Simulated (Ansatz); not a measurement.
# TiPt3 in Ansatz: the effect of functional

TiPt3:

```xyz
4
Lattice="3.8970 0.0000 0.0000 0.0000 3.8970 0.0000 0.0000 0.0000 3.8970" Properties=species:S:1:pos:R:3 pbc="T T T"
Pt    1.9485    1.9485    0.0000
Pt    1.9485    0.0000    1.9485
Pt    0.0000    1.9485    1.9485
Ti    0.0000    0.0000    0.0000
```

Alike in all runs:

- Program: Ansatz 0.2.0
- Task: projected density of states
- Potentials or basis: Ansatz PAW
- k mesh: 4 × 4 × 4
- Occupations: fermi-dirac, width 0.05 eV
- Spin: no spin polarisation

| functional | cutoff | pressure (GPa) |
| --- | --- | --- |
| LDA | 420 eV (not typed: the program's choice for these potentials) | -5.3 |
| PBE | 420 eV (not typed: the program's choice for these potentials) | 9.9 |
| PBEsol | 420 eV (not typed: the program's choice for these potentials) | 0.3 |
| RPBE | 420 eV (not typed: the program's choice for these potentials) | 14.1 |
| revPBE | 420 eV (not typed: the program's choice for these potentials) | ? |
| BLYP | 420 eV (not typed: the program's choice for these potentials) | 22.3 |
| r2SCAN | 500 eV (not typed: the program's choice for these potentials) | 4.6 |
| HSE06 | 420 eV (not typed: the program's choice for these potentials) | 2.1 |
| PBE0 | 420 eV (not typed: the program's choice for these potentials) | 2.2 |
| r2SCAN0 | 500 eV (not typed: the program's choice for these potentials) | -1.0 |

What does the run with functional revPBE give?

Pressure 12.9 GPa.

Caveats: all runs use coarse meshes; the PAW data sets come from PBE, with cores solved anew for the run's functional, which leaves a small shift of forces and pressure (some runs); the thresholds are loose for stress (some runs).
